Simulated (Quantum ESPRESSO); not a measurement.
A run of Quantum ESPRESSO 7.5:

pw.in

```
&CONTROL
  calculation = 'vc-relax'
  prefix = 'pwscf'
  outdir = './tmp'
  pseudo_dir = './pseudo'
  tprnfor = .true.
  tstress = .true.
  disk_io = 'low'
  nstep = 40
  forc_conv_thr = 0.0004
  etot_conv_thr = 1d-05
/
&SYSTEM
  ibrav = 0
  A = 2.4480229
  nat = 2
  ntyp = 1
  ecutwfc = 52
  ecutrho = 414
  nbnd = 29
  occupations = 'smearing'
  smearing = 'fd'
  degauss = 0.00367493
  nspin = 2
  starting_magnetization(1) = 0.0556
/
&ELECTRONS
  conv_thr = 4d-10
  electron_maxstep = 120
  mixing_beta = 0.3
/
&IONS
  ion_dynamics = 'bfgs'
/
&CELL
  cell_dynamics = 'bfgs'
  press = 300
  press_conv_thr = 0.3
/
ATOMIC_SPECIES
Ni    58.6934 ni_pbesol_v1.4.uspp.F.UPF
CELL_PARAMETERS alat
   0.9999999991    0.0000000000    0.0000000000
  -0.4999999996    0.8660254030    0.0000000000
   0.0000000000    0.0000000000    1.6637130192
ATOMIC_POSITIONS alat
Ni     0.4999999996    0.2886751343    1.2477847644
Ni     0.0000000000    0.5773502687    0.4159282548
K_POINTS automatic
10 10 6 0 0 0
```

Potentials or basis: GBRV 1.5 PBEsol.

Command:

```bash
$ OMP_NUM_THREADS=1 mpirun -n 2 pw.x -nk 2 -in pw.in > pw.out
```

Hardware: 2 MPI ranks on Arm Neoverse V2, with other jobs on the host.

Q: How long does it take, and how much memory?

A: Run time: 2.4 min on 2 MPI ranks on Arm Neoverse V2 (shared host), peak memory 0.22 GiB a rank. Counts: scf iterations 76, k pools 2, bands 29, ion steps 7, k points 56, g dense 20119.
